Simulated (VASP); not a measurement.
A run of VASP 6.6.1 is set up as follows.

File INCAR:

```
SYSTEM = Hg
ALGO = Normal
EDIFF = 1E-7
ENCUT = 520
GGA = PE
ISIF = 2
ISMEAR = -1
LASPH = .TRUE.
LCHARG = .FALSE.
LREAL = .FALSE.
LWAVE = .FALSE.
NBANDS = 12
NELM = 100
PREC = Accurate
SIGMA = 0.05
```

The input KPOINTS:

```
k-points
0
G
  10 10 10
  0 0 0
```

POSCAR

```
Hg
1.0
   -1.9129580000      1.8560820000      1.9214850000
    1.8750080000     -1.8958070000      1.9232230000
    1.8916120000      1.8744610000     -1.9603790000
Hg
1
Direct
    0.4987490000      0.4934840000     -0.0048490000
```

Potentials or basis: VASP PAW PBE potentials, release 64 (Hg).

Launch:

```console
$ cat potpaw_PBE.64/Hg/POTCAR > POTCAR
$ mpirun -np 1 vasp_std > vasp.out
```

Question: Estimate the band gap on the k mesh.

Answer: None (metal or under the smearing width).

Question: Predict the pressure.

Answer: 1.5 GPa.

Stress tensor (GPa, compression positive):
```
1.56 0.04 0.15
0.04 1.34 0.14
0.15 0.14 1.65
```

Spin-orbit coupling is left out, which matters for the levels of Hg.
